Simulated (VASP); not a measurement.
Input of a VASP 6.6.1 run:

INCAR

```
SYSTEM = Li
ALGO = Normal ; EDIFF = 1E-7
ENCUT = 520 ; GGA = PE
ISIF = 2 ; ISMEAR = 0
LASPH = .TRUE. ; LCHARG = .FALSE.
LREAL = .FALSE. ; LWAVE = .FALSE.
NBANDS = 12 ; NELECT = 8.5
NELM = 80 ; PREC = Accurate
SIGMA = 0.1
```

KPOINTS

```
k-points
0
G
  1 5 2
  0 0 0
```

The input POSCAR:

```
Li
1.0
    1.5759215000      0.9098587022      7.7127204744
   -1.5759215000      0.9098587022      7.7127204744
    0.0000000000     -1.8197174045      7.7127204744
Li
3
Direct
    0.0000000000      0.0000000000      0.0000000000
    0.2220000000      0.2220000000      0.2220000000
    0.7780000000      0.7780000000      0.7780000000
```

Potentials or basis: VASP PAW PBE potentials, release 64 (Li_sv).

The run is started by

```bash
$ cat potpaw_PBE.64/Li_sv/POTCAR > POTCAR
$ mpirun -np 1 vasp_std > vasp.out
```

(1) Estimate the largest force.

(2) Predict the band gap on the k mesh.

Results:

(1) 0.014 eV/Å.

(2) none (metal or under the smearing width).

Caveat: the k mesh is coarse (spacing up to 2.32 Å⁻¹), so the values aren't converged; the cell carries a net charge on a neutralising background, which shifts energy and pressure; the cell is charged against a uniform background, so pressure and absolute levels hang on convention.
